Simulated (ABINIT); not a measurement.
Crystal: Cu.

```
Cu
1.0
     0.00000    1.80750    1.80750
     1.80750    0.00000    1.80750
     1.80750    1.80750    0.00000
Cu
1
Cartesian
  0.0000 0.0000 0.0000
```

```yaml
Program: ABINIT 10.8.3 (patched build)
Task: relaxation of cell and atoms
Functional: PBEsol
Potentials_or_basis: JTH PAW PBE v2.0
Cutoff: 707 eV
k_mesh: 13 × 13 × 13
Occupations: fermi-dirac, width 0.05 eV
Spin: no spin polarisation
```

At the start: pressure -6.2 GPa; volume 11.81 Å³/atom.

Q: How do energy, volume and symmetry change on relaxing?

A: Over 4 steps the energy falls by 9.4 meV/atom and the volume is 11.34 Å³/atom (-4.0 %); space group Fm-3m (No. 225, to 0.05 Å).

Step by step:
| step | energy change (eV) | largest force (eV/Å) | pressure (GPa) | volume (Å³) |
| --- | --- | --- | --- | --- |
| 1 | 0.0000 | 0.0000 | -6.18 | 11.81 |
| 2 | -0.0067 | 0.0000 | -3.41 | 11.59 |
| 3 | -0.0094 | 0.0000 | 0.15 | 11.33 |
| 4 | -0.0094 | 0.0000 | -0.01 | 11.34 |

Final structure:
```xyz
1
Lattice="0.0000 1.7832 1.7832 1.7832 0.0000 1.7832 1.7832 1.7832 0.0000" Properties=species:S:1:pos:R:3 pbc="T T T"
Cu    0.0000    0.0000    0.0000
```

Caveat: the PAW data sets were made with another functional, which shifts forces and pressure a little.
